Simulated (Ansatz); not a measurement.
**MgZn₇O₈: a ladder of calculations**

Cell of run 1: a computed structure from the Materials Project (it need not be an observed phase), taken as it stands.

```cif
data_structure
_symmetry_space_group_name_H-M 'P 1'
_symmetry_Int_Tables_number 1
_cell_length_a 6.4904
_cell_length_b 6.4904
_cell_length_c 5.2022
_cell_angle_alpha 90.000
_cell_angle_beta 90.000
_cell_angle_gamma 120.000
_cell_volume 189.78
loop_
_atom_site_label
_atom_site_type_symbol
_atom_site_fract_x
_atom_site_fract_y
_atom_site_fract_z
_atom_site_occupancy
Mg1 Mg 0.00000 0.00000 0.49939 1
Zn2 Zn 0.49922 0.99843 0.49761 1
Zn3 Zn 0.16672 0.83328 0.00029 1
Zn4 Zn 0.66656 0.83328 0.00029 1
Zn5 Zn 0.00157 0.50078 0.49761 1
Zn6 Zn 0.49922 0.50078 0.49761 1
Zn7 Zn 0.16672 0.33344 0.00029 1
Zn8 Zn 0.66667 0.33333 0.99834 1
O9 O 0.00000 0.00000 0.87866 1
O10 O 0.66667 0.33333 0.38007 1
O11 O 0.00037 0.50019 0.87957 1
O12 O 0.49981 0.50019 0.87957 1
O13 O 0.49981 0.99963 0.87957 1
O14 O 0.16567 0.83433 0.38104 1
O15 O 0.66867 0.83433 0.38104 1
O16 O 0.16567 0.33133 0.38104 1
```

Atom numbers follow the list; atoms alike are taken as one site, whose name carries the number of the first.

All runs are DFT with Ansatz 0.2.0 (plane waves and PAW, scalar-relativistic unless spin–orbit coupling is named, Γ-centred meshes, Fermi–Dirac smearing where given) in this cell.

Run 1: PBE, gradients read without the response of the cores, atoms as given; 420 eV, 4×4×5 k-points, smearing 0.02 eV.
Run 2: r2SCAN, gradients read without the response of the cores, atoms as given; 500 eV, 4×4×5 k-points, smearing 0.02 eV.
Run 3: PBE, gradients read without the response of the cores, atoms as given; 300 eV, 4×4×5 k-points, smearing 0.02 eV; this cutoff lies below the one recommended for these PAW files.

**Question.** What does each run give, and what moves the gradients most?

**Answer.** 

| run | Zn8 V_zz (η) | O9 V_zz (η) | O10 V_zz (η) | O11 V_zz (η) | O14 V_zz (η) |
| --- | --- | --- | --- | --- | --- |
| 1 | 0.60 (0.00) | -3.59 (0.00) | -0.29 (0.00) | -0.27 (0.00) | -3.50 (0.13) |
| 2 | 0.60 (0.00) | -3.49 (0.00) | -0.27 (0.00) | -0.25 (0.08) | -3.39 (0.13) |
| 3 | 0.57 (0.00) | -3.33 (0.00) | -0.25 (0.00) | -0.23 (0.04) | -3.30 (0.12) |

V_zz in 10²¹ V/m²; 5 of the 8 sets of like atoms are followed. Against run 1, the gradient tensors on these sites move by at most 0.11 in run 2 (O14), 0.26 in run 3 (O9). Taken one at a time, the cutoff moves the tensors on these sites by up to 0.26 (largest principal value of the change, on O9), the functional (r2SCAN with its higher cutoff) by 0.11 (O14).

The cell isn't the equilibrium one in run 1 (calculated pressure 5 GPa), and the entry's cell may itself be off.
